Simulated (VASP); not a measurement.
Set up this calculation in VASP 6.6.1, as the native input.

- Task: band structure
- Functional: TB-mBJ
- Potentials or basis: VASP PAW PBE potentials, release 64 (In_d, Sb)
- Cutoff: 520 eV
- k mesh: 10 × 10 × 10
- Occupations: gaussian, width 0.03 eV
- Spin: no spin polarisation
- Further INCAR settings: ALGO = Normal; EDIFF = 1e-06; NBANDS = 16

InSb:

```xyz
2
Lattice="0.0000 3.2603 3.2603 3.2603 0.0000 3.2603 3.2603 3.2603 0.0000" Properties=species:S:1:pos:R:3 pbc="T T T"
In    0.0000    0.0000    0.0000
Sb    1.6302    1.6302    1.6302
```

The cell was built by a generator and needn't be a form met in nature.

One way to write it, as run:

POSCAR

```
InSb                                    
1.0
    0.0000000000      3.2603245817      3.2603245817
    3.2603245817      0.0000000000      3.2603245817
    3.2603245817      3.2603245817      0.0000000000
  In              Sb            
     1     1
Direct
     0.0000000000000000    0.0000000000000000    0.0000000000000000
     0.2500000000000000    0.2500000000000000    0.2500000000000000
```

INCAR.step1

```
  PREC = Accurate
  ENCUT = 520
  EDIFF = 1E-5
  ISMEAR = 0
  SIGMA = 0.03
  LREAL = F
  LASPH = T
  NELM = 80
  ALGO = Normal
  ISIF = 2
  LWAVE = T
  LCHARG = F
  NBANDS = 16
  GGA = PE
```

INCAR.step2

```
  PREC = Accurate
  ENCUT = 520
  EDIFF = 1E-6
  ISMEAR = 0
  SIGMA = 0.03
  LREAL = F
  LASPH = T
  NELM = 80
  ALGO = Normal
  ISIF = 2
  LWAVE = F
  LCHARG = F
  METAGGA = MBJ
  NBANDS = 16
  ISTART = 1
```

KPOINTS

```
regular mesh
0
Gamma
  10 10 10
```

KPOINTS_OPT

```
explicit points
159
Reciprocal
 0.0000000000  0.0000000000  0.0000000000 1
 0.0357142857  0.0000000000  0.0357142857 1
 0.0714285714  0.0000000000  0.0714285714 1
 0.1071428571  0.0000000000  0.1071428571 1
 0.1428571429  0.0000000000  0.1428571429 1
 0.1785714286  0.0000000000  0.1785714286 1
[... 151 lines left out ...]
 0.4250000000  0.0000000000  0.4250000000 1
 0.4500000000  0.0000000000  0.4500000000 1
```

Potentials or basis: VASP PAW PBE potentials, release 64 (In_d, Sb).

Command:

```bash
$ cat potpaw_PBE.64/In_d/POTCAR potpaw_PBE.64/Sb/POTCAR > POTCAR
$ cp INCAR.step1 INCAR
$ mpirun -np 1 vasp_std > vasp.out
$ cp INCAR.step2 INCAR
$ mpirun -np 1 vasp_std > vasp.out
```

It gave:

The band gap on the k mesh is 0.39 eV, direct. The band gap along the path is 0.39 eV, direct.

Caveat: spin-orbit coupling is left out, which moves the levels of the heavy elements.

It took 2.8 min on 1 thread of Intel(R) Xeon(R) Platinum 8488C (Sapphire Rapids) (shared host), peak memory 0.27 GiB.
